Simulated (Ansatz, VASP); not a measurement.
Two plane-wave programs on SnSe

The input INCAR:

```
SYSTEM = SnSe
  PREC = Accurate
  ENCUT = 520
  EDIFF = 1E-7
  ISMEAR = 0
  SIGMA = 0.05
  LREAL = .FALSE.
  LASPH = .TRUE.
  NELM = 60
  ALGO = Normal
  ISIF = 2
  LWAVE = .FALSE.
  LCHARG = .FALSE.
  NBANDS = 17
```

KPOINTS

```
regular mesh
0
G
  8 8 8
  0 0 0
```

POSCAR

```
SnSe
1.0
    0.0000000000      2.9982141061      2.9466477701
    2.9466477701      0.0000000000      2.9466477701
    2.9466477701      2.9982141061      0.0000000000
Sn Se
1 1
Direct
    0.0000000000      0.0000000000      0.0000000000
    0.5000000000      0.5000000000      0.5000000000
```

Input for Ansatz:

```yaml
crystal:
  lattice:
    - [0.0, 2.9982141061, 2.9466477701]
    - [2.9466477701, 0.0, 2.9466477701]
    - [2.9466477701, 2.9982141061, 0.0]
  atoms:
    - { symbol: Sn, position: [0.0, 0.0, 0.0] }
    - { symbol: Se, position: [0.5, 0.5, 0.5] }
basis:
  ecutwfc: 420
kpoints:
  mp_grid: { grid: [8, 8, 8] }
hamiltonian:
  xc: lda
scf:
  occupations: { method: gaussian, width: 0.05 }
output:
  forces: true
  stress: true
  eigenvalues: true
```

Change from the starting cell: strain +0.0175 x Voigt [0, 1, 0, 0, 0, 0], atoms carried along.

Alike in both runs: task single point; functional LDA; k mesh 8 × 8 × 8; occupations gaussian, width 0.05 eV; no spin polarisation.

|  | VASP | Ansatz |
| --- | --- | --- |
| version | VASP 6.6.1 | Ansatz 0.2.0 |
| potentials or method | VASP PAW LDA potentials, release 64 (Sn_d, Se) | scalar-relativistic, plane waves, PAW |
| plane-wave cutoff (eV) | 520 | 420 |
| valence electrons in the cell | 20 | 30 |

|  | VASP | Ansatz | Ansatz less VASP |
| --- | --- | --- | --- |
| gap on the k mesh at the Fermi level (eV) | 0.75 | 0.75 | -0.002 |
| least direct gap on the mesh (eV) | 0.84 | 0.82 | -0.020 |
| pressure (GPa) | -0.9 | -1.0 | -0.09 |
| largest component of the traceless stress (GPa) | 1.52 | 1.50 | -0.015 |

The two sets of potentials don't hold the same shells in valence.

Caveats: spin-orbit coupling is left out, which moves the levels of the heavy elements. A k mesh can miss the band edges.
